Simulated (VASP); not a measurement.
# ZnSe (F-43m) in VASP: a series of runs

The runs below take ZnSe through relaxation of cell and atoms, with PBE.

All numbers are computed with VASP 6.6.1; they aren't measurements. Logs are shortened: lines on timing, memory, paths and dates and some standing lists are left out, and cuts for length are marked.

**1. The structure**

It takes space group F-43m (No. 216, cubic). Conventional cell: a = 5.668 Å, b = 5.668 Å, c = 5.668 Å, α = 90.00°, β = 90.00°, γ = 90.00°. Around Zn (site symmetry -43m) lie 4 Se at 2.45 Å. Around Se (site symmetry -43m) lie 4 Zn at 2.45 Å.

**2. Relaxation of cell and atoms, PBE**

Input file INCAR:

```
PREC = Accurate ; ENCUT = 520
EDIFF = 1E-7 ; ISMEAR = 0
SIGMA = 0.02 ; LREAL = False
LASPH = True ; NELM = 60
ALGO = Fast ; ISIF = 3
LWAVE = False ; LCHARG = False
GGA = PE ; IBRION = 2
NSW = 80 ; EDIFFG = -0.002
```

Input file KPOINTS:

```
regular mesh
0
Gamma
  14 14 14
```

Input file POSCAR:

```
ZnSe
1.0
    0.0000000000      2.8338000000      2.8338000000
    2.8338000000      0.0000000000      2.8338000000
    2.8338000000      2.8338000000      0.0000000000
Zn Se
1 1
Direct
    0.0000000000      0.0000000000      0.0000000000
    0.2500000000      0.2500000000      0.2500000000
```

Potentials or basis: VASP PAW PBE potentials, release 64 (Zn, Se).

On the command line:

```bash
> cat potpaw_PBE.64/Zn/POTCAR potpaw_PBE.64/Se/POTCAR > POTCAR
> mpirun -np 1 vasp_std > vasp.out
```

OUTCAR:

```text
PREC = Accurate
   ENCUT = 520
   EDIFF = 1E-7
   ISMEAR = 0
   LREAL = False
   LASPH = True
   NELM = 60
   ISIF = 3
   GGA = PE
   IBRION = 2
   NSW = 80
   EDIFFG = -0.002

 ion  position               nearest neighbor table
   1  0.000  0.000  0.000-   2 2.45   2 2.45   2 2.45   2 2.45
   2  0.250  0.250  0.250-   1 2.45   1 2.45   1 2.45   1 2.45

  LATTYP: Found a face centered cubic cell.
 ALAT       =     5.6676000000

  Lattice vectors:

 A1 = (   0.0000000000,   2.8338000000,   2.8338000000)
 A2 = (   2.8338000000,   0.0000000000,   2.8338000000)
 A3 = (   2.8338000000,   2.8338000000,   0.0000000000)

Analysis of symmetry for initial positions (statically):
=====================================================================
 Subroutine PRICEL returns:
 Original cell was already a primitive cell.

 Routine SETGRP: Setting up the symmetry group for a
 face centered cubic supercell.

 Subroutine GETGRP returns: Found 24 space group operations
 (whereof 24 operations were pure point group operations)
 out of a pool of 48 trial point group operations.

The static configuration has the point symmetry T_d .

Analysis of symmetry for dynamics (positions and initial velocities):
=====================================================================
 Subroutine PRICEL returns:
 Original cell was already a primitive cell.

 Routine SETGRP: Setting up the symmetry group for a
 face centered cubic supercell.

 Subroutine GETGRP returns: Found 24 space group operations
 (whereof 24 operations were pure point group operations)
 out of a pool of 48 trial point group operations.

The dynamic configuration has the point symmetry T_d .

 Subroutine INISYM returns: Found 24 space group operations
 (whereof 24 operations are pure point group operations),
 and found     1 'primitive' translations

----------------------------------------------------------------------------------------

                                     Primitive cell

  volume of cell :      45.5132

  direct lattice vectors                    reciprocal lattice vectors
     0.000000000  2.833800000  2.833800000    -0.176441527  0.176441527  0.176441527
     2.833800000  0.000000000  2.833800000     0.176441527 -0.176441527  0.176441527
     2.833800000  2.833800000  0.000000000     0.176441527  0.176441527 -0.176441527

  length of vectors
     4.007598393  4.007598393  4.007598393     0.305605690  0.305605690  0.305605690

  position of ions in fractional coordinates (direct lattice)
     0.000000000  0.000000000  0.000000000
     0.250000000  0.250000000  0.250000000

  ion indices of the primitive-cell ions
   primitive index   ion index
                 1           1
                 2           2

----------------------------------------------------------------------------------------

 KPOINTS: regular mesh

Automatic generation of k-mesh.
 Grid dimensions read from file:
 generate k-points for:   14   14   14

 Generating k-lattice:

  Cartesian coordinates                     Fractional coordinates (reciprocal lattice)
    -0.012602966  0.012602966  0.012602966     0.071428571  0.000000000  0.000000000
     0.012602966 -0.012602966  0.012602966     0.000000000  0.071428571  0.000000000
     0.012602966  0.012602966 -0.012602966     0.000000000  0.000000000  0.071428571

  Length of vectors
     0.021828978  0.021828978  0.021828978

  Shift w.r.t. Gamma in fractional coordinates (k-lattice)
     0.000000000  0.000000000  0.000000000

 Subroutine IBZKPT returns following result:
 ===========================================

 Found    104 irreducible k-points:

 Following reciprocal coordinates:
            Coordinates               Weight
  0.000000  0.000000  0.000000      1.000000
  0.071429  0.000000  0.000000      8.000000
  0.142857  0.000000  0.000000      8.000000
  0.214286  0.000000  0.000000      8.000000
  0.285714  0.000000  0.000000      8.000000
  0.357143  0.000000  0.000000      8.000000
[... 16 lines left out ...]
  0.214286  0.142857  0.000000     24.000000
  0.285714  0.142857  0.000000     24.000000
 [... further k-points ...]
   k-points           NKPTS =    104   k-points in BZ     NKDIM =    104   number of bands    NBANDS=     13
   number of dos      NEDOS =    301   number of ions     NIONS =      2
   total plane-waves  NPLWV =  27000
   dimension x,y,z NGX =    30 NGY =   30 NGZ =   30
   dimension x,y,z NGXF=    60 NGYF=   60 NGZF=   60
   ions per type =               1   1
   NGX,Y,Z   is equivalent  to a cutoff of  12.44, 12.44, 12.44 a.u.
   NGXF,Y,Z  is equivalent  to a cutoff of  24.89, 24.89, 24.89 a.u.
 SYSTEM =  unknown system
   PREC   = accura    normal or accurate (medium, high low for compatibility)
   ISTART =      0    job   : 0-new  1-cont  2-samecut
   ICHARG =      2    charge: 1-file 2-atom 10-const
   ISPIN  =      1    spin polarized calculation?
   LNONCOLLINEAR =      F non collinear calculations
   LSORBIT =      F    spin-orbit coupling
   LASPH  =      T    aspherical Exc in radial PAW
   ENCUT  =  520.0 eV  38.22 Ry    6.18 a.u.   7.45  7.45  7.45*2*pi/ulx,y,z
   NELM   =     60;   NELMIN=  2; NELMDL= -5     # of ELM steps
   EDIFF  = 0.1E-06   stopping-criterion for ELM
   LREAL  =      F    real-space projection
   EDIFFG = -.2E-02   stopping-criterion for IOM
   NSW    =     80    number of steps for IOM
   IBRION =      2    ionic relax: 0-MD 1-quasi-New 2-CG
   NFREE  =      1    steps in history (QN), initial steepest desc. (CG)
   ISIF   =      3    stress and relaxation
   ISYM   =      2    0-nonsym 1-usesym 2-fastsym
   POTIM  = 0.5000    time-step for ionic-motion
   TEBEG  =    0.0;   TEEND  =   0.0 temperature during run
   PSTRESS=    0.0 pullay stress
   NELECT =      18.0000    total number of electrons
   NUPDOWN=      -1.0000    fix difference up-down
   EMIN   =  10.00;   EMAX   =-10.00  energy-range for DOS
   EFERMI =   0.00;   METHOD = LEGACY
   ISMEAR =     0;   SIGMA  =   0.02  broadening in eV -4-tet -1-fermi 0-gaus
   EFERMI_NEDOS =   21; number of points for ismear=-14 and -15
   IALGO  =     68    algorithm
   IMIX   =      4    mixing-type and parameters
     AMIX     =   0.40;   BMIX     =  1.00
     AMIX_MAG =   1.60;   BMIX_MAG =  1.00
  volume/ion in A,a.u.               =      22.76       153.57
  Fermi-wavevector in a.u.,A,eV,Ry     =   1.201673  2.270834 19.647073  1.444019
  Thomas-Fermi vector in A             =   2.337476
   LORBIT       =      0    0 simple, 1 ext, 2 COOP (PROOUT), +10 PAW based schemes
   GGA     = PE    functional components
   LHFCALC =     F    Hartree Fock is set to
   AEXX    =    0.0000 exact exchange contribution
   IVDW    =     0    specifies the selected vdW correction
   LEPSILON=     F    determine dielectric tensor
   LRPA    =     F    only Hartree local field effects (RPA)
 conjugate gradient relaxation of ions
 non-spin polarized calculation
 RMM-DIIS sequential band-by-band and
 Gauss-broadening in eV      SIGMA  =   0.02
  energy-cutoff  :      520.00
  volume of cell :       45.51
 maximum number of plane-waves:      1243
 NGX is ok and might be reduce to    30
   NGX = 15   NGY = 15   NGZ = 15

--------------------------------------- Ionic step        1  -------------------------------------------

 number of electron      18.0000012 magnetization

 Free energy of the ion-electron system (eV)
  ---------------------------------------------------
  ext. energy  EPLUGINS =         0.00000000
  ---------------------------------------------------
  free energy    TOTEN  =        -6.02090368 eV

  energy without entropy =       -6.02090368  energy(sigma->0) =       -6.02090368

------------------------ aborting loop because EDIFF is reached ----------------------------------------

  FORCE on cell =-STRESS in cart. coord.  units (eV):
  Direction    XX          YY          ZZ          XY          YZ          ZX
  --------------------------------------------------------------------------------------
  -------------------------------------------------------------------------------------
  Total        0.6756725      0.6756725      0.6756725      0.0000000      0.0000000     -0.0000000
  in kB       23.7853345     23.7853345     23.7853345      0.0000000      0.0000000     -0.0000000
  external PRESSURE =      23.7853345 kB  Pullay stress =       0.0000000 kB
[... 89 lines left out ...]
  FREE ENERGIE OF THE ION-ELECTRON SYSTEM (eV)
  ---------------------------------------------------
  free  energy   TOTEN  =        -6.0332929543 eV

  energy  without entropy=       -6.0332929543  energy(sigma->0) =       -6.03329295

[... ionic steps 4 to 7 ...]

--------------------------------------- Ionic step        8  -------------------------------------------

 number of electron      18.0000016 magnetization

------------------------ aborting loop because EDIFF is reached ----------------------------------------

  FORCE on cell =-STRESS in cart. coord.  units (eV):
  Direction    XX          YY          ZZ          XY          YZ          ZX
  --------------------------------------------------------------------------------------
  -------------------------------------------------------------------------------------
  Total        0.0138758      0.0138758      0.0138758      0.0000000      0.0000000     -0.0000000
  in kB        0.4704681      0.4704681      0.4704681      0.0000000      0.0000000     -0.0000000
  external PRESSURE =       0.4704681 kB  Pullay stress =       0.0000000 kB
[... 57 lines left out ...]
  energy  without entropy=       -6.0332940171  energy(sigma->0) =       -6.03329402

--------------------------------------- Ionic step       10  -------------------------------------------

 number of electron      18.0000016 magnetization

 Free energy of the ion-electron system (eV)
  ---------------------------------------------------
  ext. energy  EPLUGINS =         0.00000000
  ---------------------------------------------------
  free energy    TOTEN  =        -6.03329417 eV

  energy without entropy =       -6.03329417  energy(sigma->0) =       -6.03329417

 E-fermi :   1.4345     XC(G=0):  -9.1507

 val. band max:        1.2962227330   @ k =   0.0000   0.0000   0.0000
 cond. band min:       2.4368501549   @ k =   0.0000   0.0000   0.0000
 fundamental gap:      1.1406274219
 Fermi energy:         1.4345124778

 k-point     1 :       0.0000    0.0000    0.0000
  band No.  band energies     occupation
      1     -11.7283      2.00000
      2      -5.1191      2.00000
      3      -5.1191      2.00000
      4      -5.1191      2.00000
      5      -4.7826      2.00000
      6      -4.7826      2.00000
      7       1.2962      2.00000
      8       1.2962      2.00000
      9       1.2962      2.00000
     10       2.4369      0.00000
     11       7.1071      0.00000
     12       7.1071      0.00000
     13       7.1071      0.00000
[... 353 lines left out ...]
 k-point    24 :       0.2857    0.1429    0.0000
  band No.  band energies     occupation
      1     -11.3283      2.00000
      2      -5.0942      2.00000
      3      -5.0427      2.00000
      4      -5.0312      2.00000
      5      -4.7973      2.00000
      6      -4.7670      2.00000
      7      -1.6137      2.00000
      8       0.3837      2.00000
      9       0.3942      2.00000
     10       4.7793      0.00000
     11       6.2691      0.00000
     12       8.2446      0.00000
     13       8.5260      0.00000

 [... further k-points ...]
[... 5 lines left out ...]
  --------------------------------------------------------------------------------------
  -------------------------------------------------------------------------------------
  Total        0.0027369      0.0027369      0.0027369     -0.0000000     -0.0000000      0.0000000
  in kB        0.0927794      0.0927794      0.0927794     -0.0000000     -0.0000000      0.0000000
  external PRESSURE =       0.0927794 kB  Pullay stress =       0.0000000 kB
[... 17 lines left out ...]
  FREE ENERGIE OF THE ION-ELECTRON SYSTEM (eV)
  ---------------------------------------------------
  free  energy   TOTEN  =        -6.0332941681 eV

  energy  without entropy=       -6.0332941681  energy(sigma->0) =       -6.03329417

 reached required accuracy - stopping structural energy minimisation
```

Run time: 4.3 min. Hardware: 1 thread of Intel Xeon 6975P-C (Granite Rapids), shared host; peak memory 0.23 GiB.

Results:

- Free energy: -6.0333 eV
- Relaxed volume: 23.63 Å³/atom
- Relaxed cell: a = 4.058 Å, b = 4.058 Å, c = 4.058 Å, α = 60.00°, β = 60.00°, γ = 60.00°
- Space group after relaxing (to 0.05 Å): F-43m (No. 216)
- Energy gained by relaxing: 6.2 meV/atom
- Ionic steps: 10
- Pressure after relaxing: 0.0 GPa
- Band gap on the k mesh: 1.14 eV, direct

Step by step:
```
step  energy change (eV)  largest force (eV/Å)  pressure (GPa)  volume (Å³)
   1              0.0000                0.0000            2.38        45.51
   2             -0.0114                0.0000           -0.63        47.78
   3             -0.0124                0.0000            0.03        47.25
   4             -0.0124                0.0000           -0.02        47.28
   5             -0.0124                0.0000           -0.03        47.27
   6             -0.0124                0.0000            0.06        47.21
   7             -0.0124                0.0000            0.03        47.24
   8             -0.0124                0.0000            0.05        47.25
   9             -0.0124                0.0000            0.03        47.26
  10             -0.0124                0.0000            0.01        47.26
```

Final structure:
```
CELL_PARAMETERS angstrom
0.00000 2.86966 2.86966
2.86966 0.00000 2.86966
2.86966 2.86966 0.00000
ATOMIC_POSITIONS crystal
Zn 0.00000 0.00000 0.00000
Se 0.25000 0.25000 0.25000
```

**3. Relaxation of cell and atoms, PBE**

This run uses another cell than the first one, of 23.63 Å³/atom, 1.038 times its volume.

INCAR is that of step 2.

KPOINTS is that of step 2.

Input file POSCAR:

```
ZnSe                                    
1.0
   -0.0000000000      2.8696579811      2.8696579811
    2.8696579811      0.0000000000      2.8696579811
    2.8696579811      2.8696579811      0.0000000000
  Zn              Se            
     1     1
Direct
     0.0000000000000000    0.0000000000000000    0.0000000000000000
     0.2500000000000000    0.2500000000000000    0.2500000000000000
```

Potentials or basis: VASP PAW PBE potentials, release 64 (Zn, Se).

On the command line:

```bash
> cat potpaw_PBE.64/Zn/POTCAR potpaw_PBE.64/Se/POTCAR > POTCAR
> mpirun -np 1 vasp_std > vasp.out
```

Run time: 90 s. Hardware: 1 thread of Intel Xeon 6975P-C (Granite Rapids), shared host; peak memory 0.22 GiB.

Results (log left out):

```yaml
Free_energy: -6.0333 eV
Relaxed_volume: 23.64 Å³/atom
Relaxed_cell: a = 4.059 Å, b = 4.059 Å, c = 4.059 Å, α = 60.00°, β = 60.00°, γ = 60.00°
Space_group_after_relaxing_to_0.05_Å: F-43m (No. 216)
Energy_gained_by_relaxing: 0.0 meV/atom
Ionic_steps: 3
Pressure_after_relaxing: 0.0 GPa
Band_gap_on_the_k_mesh: 1.14 eV, direct
```

Final structure:
```cif
data_structure
_symmetry_space_group_name_H-M 'P 1'
_symmetry_Int_Tables_number 1
_cell_length_a 4.0586
_cell_length_b 4.0586
_cell_length_c 4.0586
_cell_angle_alpha 60.000
_cell_angle_beta 60.000
_cell_angle_gamma 60.000
_cell_volume 47.27
loop_
_atom_site_label
_atom_site_type_symbol
_atom_site_fract_x
_atom_site_fract_y
_atom_site_fract_z
_atom_site_occupancy
Zn1 Zn 0.00000 0.00000 0.00000 1
Se1 Se 0.25000 0.25000 0.25000 1
```

Levels at points of the mesh, in eV from the valence-band top:
```
           k point  band 5  band 6  band 7  band 8  band 9  band 10  band 11  band 12  band 13
(0.00, 0.00, 0.00)   -6.08   -6.08    0.00    0.00    0.00     1.14     5.81     5.81     5.81
(0.50, 0.00, 0.00)   -6.06   -5.93   -4.99   -0.81   -0.81     2.48     6.39     6.39     8.47
(0.50, 0.50, 0.00)   -6.03   -5.91   -4.59   -2.05   -2.05     3.07     3.46    10.47    10.99
```
